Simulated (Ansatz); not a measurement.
**Eigenvalues along a path: Br (diamond type)**

```yaml
crystal:
  lattice:
    - [0.00000, 3.50671, 3.50671]
    - [3.50671, 0.00000, 3.50671]
    - [3.50671, 3.50671, 0.00000]
  atoms:
    - { symbol: Br, position: [0.87500, 0.87500, 0.87500] }
    - { symbol: Br, position: [0.12500, 0.12500, 0.12500] }
```

The cell comes from a relaxation on PAW files under the same functional, begun from a prototype that needn't be the stable phase.

All numbers are PBE results (scalar-relativistic) from Ansatz 0.2.0, with a Γ-centred 11×11×11 k mesh, Fermi–Dirac smearing of 0.08 eV, no spin polarisation. Methods: LAPW: all electrons, basis error target 1 meV/atom.

Path points, in fractions of the reciprocal vectors: Γ (0.000, 0.000, 0.000), X (0.500, 0.000, 0.500), U (0.625, 0.250, 0.625), K (0.375, 0.375, 0.750), L (0.500, 0.500, 0.500), W (0.500, 0.250, 0.750). The distance column jumps between branches of the path. Levels in eV from the Fermi level; bands 19 to 28, counted from the lowest band of the run. The gap is zero, the pressure 0.05 GPa.

```
# k(1/Å) point b19 b20 b21 b22 b23 b24 b25 b26 b27 b28
0.000 Γ -14.99 -13.04 -2.65 -2.65 -2.65 -0.84 -0.84 -0.84 5.24 9.15
0.128 - -14.97 -13.07 -2.70 -2.70 -2.62 -0.88 -0.76 -0.76 5.38 8.81
0.256 - -14.91 -13.16 -2.85 -2.85 -2.53 -1.00 -0.57 -0.57 5.77 8.20
0.384 - -14.80 -13.29 -3.02 -3.02 -2.40 -1.16 -0.32 -0.32 6.35 7.64
0.512 - -14.67 -13.47 -3.18 -3.18 -2.25 -1.34 -0.06 -0.06 6.97 7.24
0.640 - -14.50 -13.67 -3.31 -3.31 -2.09 -1.50 0.15 0.15 7.02 7.39
0.768 - -14.31 -13.88 -3.39 -3.39 -1.94 -1.65 0.30 0.30 7.01 7.38
0.896 X -14.10 -14.10 -3.42 -3.42 -1.80 -1.80 0.35 0.35 7.17 7.17
0.941 - -14.10 -14.10 -3.43 -3.42 -1.80 -1.78 0.34 0.35 7.16 7.18
0.986 - -14.11 -14.09 -3.45 -3.41 -1.82 -1.74 0.33 0.35 7.13 7.20
1.032 - -14.13 -14.07 -3.47 -3.40 -1.84 -1.68 0.31 0.34 7.09 7.24
1.077 - -14.15 -14.05 -3.51 -3.38 -1.88 -1.59 0.28 0.34 7.04 7.30
1.122 - -14.17 -14.03 -3.54 -3.36 -1.92 -1.50 0.25 0.33 7.00 7.37
1.167 - -14.20 -13.99 -3.57 -3.34 -1.97 -1.40 0.20 0.32 6.97 7.45
1.213 U -14.24 -13.96 -3.59 -3.31 -2.02 -1.30 0.15 0.31 6.94 7.54
1.761 K -14.24 -13.96 -3.59 -3.31 -2.02 -1.30 0.15 0.31 6.94 7.54
1.897 - -14.36 -13.82 -3.61 -3.20 -2.20 -1.03 -0.02 0.25 6.98 7.83
2.033 - -14.51 -13.66 -3.52 -3.07 -2.39 -0.85 -0.22 0.14 7.06 8.13
2.168 - -14.66 -13.48 -3.35 -2.94 -2.54 -0.78 -0.41 -0.03 6.88 8.29
2.304 - -14.79 -13.31 -3.13 -2.82 -2.63 -0.78 -0.59 -0.27 6.38 8.32
2.440 - -14.90 -13.17 -2.89 -2.73 -2.67 -0.81 -0.72 -0.54 5.81 8.54
2.576 - -14.97 -13.08 -2.71 -2.67 -2.66 -0.83 -0.81 -0.75 5.40 8.90
2.711 Γ -14.99 -13.04 -2.65 -2.65 -2.65 -0.84 -0.84 -0.84 5.24 9.15
2.822 - -14.97 -13.07 -2.67 -2.67 -2.67 -0.82 -0.81 -0.81 5.35 9.04
2.933 - -14.93 -13.13 -2.73 -2.73 -2.72 -0.76 -0.72 -0.72 5.63 8.84
3.044 - -14.85 -13.23 -2.81 -2.81 -2.81 -0.64 -0.61 -0.61 6.04 8.70
3.155 - -14.76 -13.35 -2.92 -2.90 -2.90 -0.49 -0.49 -0.49 6.50 8.67
3.266 - -14.67 -13.47 -3.01 -2.96 -2.96 -0.39 -0.39 -0.34 6.92 8.74
3.376 - -14.59 -13.57 -3.08 -3.01 -3.01 -0.33 -0.33 -0.22 7.31 8.24
3.487 L -14.55 -13.60 -3.10 -3.02 -3.02 -0.30 -0.30 -0.17 7.64 7.83
3.578 - -14.54 -13.62 -3.24 -3.04 -2.86 -0.43 -0.28 -0.07 7.59 7.84
3.668 - -14.51 -13.65 -3.38 -3.08 -2.66 -0.61 -0.22 0.05 7.45 7.82
3.759 - -14.46 -13.72 -3.49 -3.15 -2.44 -0.80 -0.12 0.14 7.28 7.73
3.849 - -14.39 -13.79 -3.55 -3.24 -2.23 -1.00 -0.01 0.21 7.15 7.58
3.940 - -14.30 -13.89 -3.57 -3.33 -2.02 -1.21 0.10 0.25 7.07 7.41
4.030 - -14.20 -13.99 -3.55 -3.42 -1.81 -1.41 0.18 0.26 7.07 7.26
4.121 W -14.10 -14.10 -3.50 -3.50 -1.61 -1.61 0.24 0.24 7.14 7.14
4.185 - -14.10 -14.10 -3.50 -3.50 -1.62 -1.62 0.25 0.25 7.14 7.14
4.249 - -14.10 -14.10 -3.49 -3.49 -1.64 -1.64 0.26 0.26 7.14 7.14
4.313 - -14.10 -14.10 -3.47 -3.47 -1.68 -1.68 0.28 0.28 7.15 7.15
4.377 - -14.10 -14.10 -3.45 -3.45 -1.72 -1.72 0.31 0.31 7.16 7.16
4.441 - -14.10 -14.10 -3.44 -3.44 -1.76 -1.76 0.33 0.33 7.16 7.16
4.505 - -14.10 -14.10 -3.43 -3.43 -1.79 -1.79 0.34 0.34 7.17 7.17
4.569 X -14.10 -14.10 -3.42 -3.42 -1.80 -1.80 0.35 0.35 7.17 7.17
```
